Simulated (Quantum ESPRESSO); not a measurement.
**NiO: single point with revPBE+U**

Crystal: NiO.

```
CELL_PARAMETERS angstrom
2.50462 0.00000 0.00000
0.00000 2.50462 0.00000
0.00000 0.00000 2.50462
ATOMIC_POSITIONS crystal
Ni 0.00000 0.00000 0.00000
O 0.50000 0.50000 0.50000
```

Measurements of this composition are mostly on another form, of space group No. 225.

```json
{
 "Program": "Quantum ESPRESSO 7.5",
 "Task": "single point",
 "Functional": "revPBE",
 "Potentials or basis": "PseudoDojo 0.4 SR PBEsol stringent",
 "Cutoff": "1415 eV",
 "Density cutoff": "5660 eV",
 "k mesh": "7 × 7 × 7",
 "Occupations": "gaussian, width 0.05 eV",
 "Spin": "collinear spin, ferromagnetic start",
 "Starting moments": "[2.0, 0.0] μB",
 "Hubbard terms": "Ni d U = 6 eV"
}
```

The pressure is 42.0 GPa and the band gap on the k mesh is none (metal or under the smearing width). The net moment is 2.00 μB per cell. The absolute moment is 2.04 μB per cell. The site moments are Ni +1.47; O +0.52 μB and the valence electrons inside the program's atomic spheres are Ni 15.93; O 5.87.

Levels at points of the mesh, in eV from the Fermi level:
Spin up:
| k point | band 9 | band 10 | band 11 | band 12 | band 13 | band 14 | band 15 | band 16 | band 17 | band 18 |
| --- | --- | --- | --- | --- | --- | --- | --- | --- | --- | --- |
| (0.00, 0.00, 0.00) | -4.96 | -4.96 | -2.84 | -2.84 | -2.84 | 2.07 | 16.74 | 16.74 | 22.31 | 22.31 |
Spin down:
| k point | band 7 | band 8 | band 9 | band 10 | band 11 | band 12 | band 13 | band 14 | band 15 | band 16 |
| --- | --- | --- | --- | --- | --- | --- | --- | --- | --- | --- |
| (0.00, 0.00, 0.00) | -5.83 | -1.91 | -1.91 | -1.91 | 0.15 | 0.15 | 0.15 | 2.57 | 16.94 | 16.94 |

Eigenvalues of the final occupation matrices:
| site | spin | trace | eigenvalues |
| --- | --- | --- | --- |
| Ni 1 3d | 1 | 4.98 | 0.99 0.99 1.00 1.00 1.00 |
| Ni 1 3d | 2 | 3.53 | 0.52 0.52 0.52 0.98 0.98 |

Wall time 20 s on 2 MPI ranks on Intel(R) Xeon(R) Platinum 8175M CPU @ 2.50GHz (Skylake/Cascade Lake), on a shared host, peak memory 0.2 GiB a rank.

Caveat: the k mesh is coarse; the potentials were made for another functional, which shifts forces and pressure; a pressure of tens of GPa on the cell as given is suspect, and the run, the potentials or the cell itself is likely at fault; a cell with one magnetic atom can't hold antiferromagnetic order, which such compounds often take. The state reached can hang on the start; a lower one may exist.
